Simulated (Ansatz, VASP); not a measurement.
Given: the input of a run of VASP 6.6.1 on WC (Qusongite). 

Contents of INCAR:

```
ALGO = Normal
EDIFF = 1E-7
EDIFFG = -0.005
ENCUT = 600
GGA = RE
IBRION = 2
ISIF = 3
ISMEAR = -1
LASPH = T
LCHARG = F
LREAL = F
LWAVE = F
NELM = 60
NSW = 60
PREC = Accurate
SIGMA = 0.05
```

Contents of KPOINTS:

```
k-points
0
Gamma
  10 10 9
```

The input POSCAR:

```
WC
1.0
    2.9065000000      0.0000000000      0.0000000000
   -1.4532500000      2.5171028361      0.0000000000
    0.0000000000      0.0000000000      2.8366000000
W C
1 1
Direct
    0.0000000000      0.0000000000      0.0000000000
    0.6666666667      0.3333333333      0.5000000000
```

Potentials or basis: VASP PAW PBE potentials, release 64 (W_sv, C).

Command:

```bash
$ cat potpaw_PBE.64/W_sv/POTCAR potpaw_PBE.64/C/POTCAR > POTCAR
$ mpirun -np 1 vasp_std > vasp.out
```

Problem. Set up the same calculation for Ansatz 0.2.0. Potentials or basis there: all-electron LAPW, scalar-relativistic.

Solution. As run (cutoffs and basis follow the program's own potentials, and thresholds, step limits or extra output files can differ):

File input.yaml:

```yaml
crystal:
  lattice:
    - [2.9065, 0.0, 0.0]
    - [-1.45325, 2.5171028361, 0.0]
    - [0.0, 0.0, 2.8366]
  atoms:
    - { symbol: W, position: [0.0, 0.0, 0.0] }
    - { symbol: C, position: [0.6666666667, 0.3333333333, 0.5] }
kpoints:
  mp_grid: { grid: [10, 10, 9] }
scf:
  occupations: { method: fermi_dirac, width: 0.05 }
hamiltonian:
  xc: revpbe
  pseudopotentials: { kind: all_electron, lapw: { basis_error: 0.001 } }
output:
  forces: true
  stress: true
relax:
  f_tol: 0.01
  max_steps: 60
  cell: {}
```

Potentials or basis: all-electron LAPW, scalar-relativistic.

Run with:

```console
$ ansatz run input.yaml --threads 1 --pin off --max-ram 3072MiB --backend cpu --events-out ev --progress --plain --runs-dir out
```

Both were run:

|  | VASP | Ansatz |
| --- | --- | --- |
| Relaxed volume | 10.64 Å³/atom | 10.62 Å³/atom |
| Relaxed cell | a = 2.933 Å, b = 2.933 Å, c = 2.856 Å, α = 90.00°, β = 90.00°, γ = 120.00° | a = 2.931 Å, b = 2.931 Å, c = 2.853 Å, α = 90.00°, β = 90.00°, γ = 120.00° |
| Space group after relaxing | P-6m2 (No. 187) | P-6m2 (No. 187) |
| Pressure after relaxing | 0.0 GPa | 0.0 GPa |

VASP's potentials were made for PBE.

Where Ansatz's input types no cutoff or centring, it takes its own default and a Γ-centred mesh.

Pressure is positive in compression.
